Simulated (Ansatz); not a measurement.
A trial structure of Ge was built thus: 4-connected net of one element (P6_422, No. 181). The dimensions are guesses.

```cif
data_structure
_symmetry_space_group_name_H-M 'P6_422'
_symmetry_Int_Tables_number 181
_cell_length_a 3.8769
_cell_length_b 3.8769
_cell_length_c 4.2452
_cell_angle_alpha 90.000
_cell_angle_beta 90.000
_cell_angle_gamma 120.000
_cell_volume 55.26
loop_
_atom_site_label
_atom_site_type_symbol
_atom_site_symmetry_multiplicity
_atom_site_Wyckoff_symbol
_atom_site_fract_x
_atom_site_fract_y
_atom_site_fract_z
_atom_site_occupancy
Ge1 Ge 3 c 0.00000 0.50000 0.33333 1
```

Theory: DFT PBE, scalar-relativistic, plane waves, PAW in Ansatz. Cutoff 420 eV, Gaussian smearing, Γ-centred meshes. Cell and atoms relax first on a coarse mesh and then on a finer one. In between, the cell is made exact in the group found at 0.06 Å. In metals the finer mesh still leaves noise of several meV/atom or more. The steps can't lower the symmetry of their start. No spin polarisation.

A guess keeps its type if space group and coordination stay and the shape of the cell changes little (axis ratios within about 15 %, angles within 6°); the volume may change.

Problem. Does it keep its structure type, or change into something else?

Solution. It keeps its type. The symmetry stays P6_422 (No. 181). The volume per atom grows by 17.8 %, from 18.4 to 21.7 Å³. The shortest distance goes from 2.40 Å (Ge–Ge) to 2.53 Å (Ge–Ge). The ratio c/a of the conventional cell changes by a factor of 0.98. Counting neighbours within 15 % of an atom's shortest distance, the start has Ge 4 and the end Ge 4.

The last run used a 12×12×10 mesh (in the run's order of axes) for its 3-atom cell and Gaussian smearing of 0.10 eV. A structure relaxed within its symmetry needn't be a true minimum.
